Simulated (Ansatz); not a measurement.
The system is KTaO3.

```
CELL_PARAMETERS angstrom
3.98830 0.00000 0.00000
0.00000 3.98830 0.00000
0.00000 0.00000 3.98830
ATOMIC_POSITIONS crystal
Ta 0.00000 0.00000 0.00000
K 0.50000 0.50000 0.50000
O 0.00000 0.00000 0.50000
O 0.00000 0.50000 0.00000
O 0.50000 0.00000 0.00000
```

| Property | Result |
| --- | --- |
| Program | Ansatz 0.2.0 |
| Task | single point |
| Functional | PBE |
| Potentials or basis | all-electron LAPW, scalar-relativistic |
| Cutoff | 467 eV (chosen from the basis error) |
| Basis error allowed | 0.001 eV/atom |
| k mesh | 7 × 7 × 7 |
| Occupations | fermi-dirac, width 0.05 eV |
| Spin | no spin polarisation |

On this cell: pressure 5.5 GPa; largest force zero by symmetry; band gap on the k mesh 2.29 eV, indirect (least direct gap 2.83 eV).

The same run follows on a disturbed copy (atoms moved at random, drawn with an rms of 0.05 Å):

```
CELL_PARAMETERS angstrom
3.98830 0.00000 0.00000
0.00000 3.98830 0.00000
0.00000 0.00000 3.98830
ATOMIC_POSITIONS crystal
Ta 0.99121 0.00637 0.98683
K 0.50867 0.49778 0.52255
O 0.99651 0.00103 0.48991
O 0.00047 0.50424 0.00177
O 0.49541 0.00732 0.99587
```

Task: What does the disturbed cell give?

Result: The energy moves by +10.5 meV/atom; pressure 5.7 GPa; largest force 0.607 eV/Å; band gap on the k mesh 2.29 eV, indirect (least direct gap 2.84 eV).

Forces on the atoms (eV/Å):
```
Ta   0.158 -0.082  0.310
K   -0.252  0.134 -0.536
O    0.000  0.033  0.455
O   -0.060 -0.015 -0.162
O    0.153 -0.069 -0.067
```

Stress tensor (GPa, compression positive):
```
 5.76 -0.06  0.23
-0.06  5.66 -0.19
 0.23 -0.19  5.56
```

Caveats: spin-orbit coupling is left out, which moves the levels of the heavy elements; an odd mesh through Γ misses points on the zone boundary, where band edges often lie.
